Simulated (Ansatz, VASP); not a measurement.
# Two plane-wave programs on Sr

```
Sr
1.0
    -2.38529    2.38529    2.38529
     2.38529   -2.38529    2.38529
     2.38529    2.38529   -2.38529
Sr
1
Direct
  0.00000 0.00000 0.00000
```

Change from the starting cell: volume scaled by 0.94.

Alike in both runs: task single point; functional PBE; k mesh 8 × 8 × 8; occupations fermi-dirac, width 0.05 eV; no spin polarisation.

```csv
,VASP,Ansatz
version,VASP 6.6.1,Ansatz 0.2.0
potentials or method,"VASP PAW PBE potentials, release 64 (Sr_sv)",Ansatz PAW
plane-wave cutoff (eV),520,420
valence electrons in the cell,10,10
```

```tsv
	VASP	Ansatz	Ansatz less VASP
gap on the k mesh at the Fermi level (eV)	none	none	-
pressure (GPa)	-0.1	-0.1	-0.01
```

A gap of «none» marks a metal or a gap that the smearing closes.
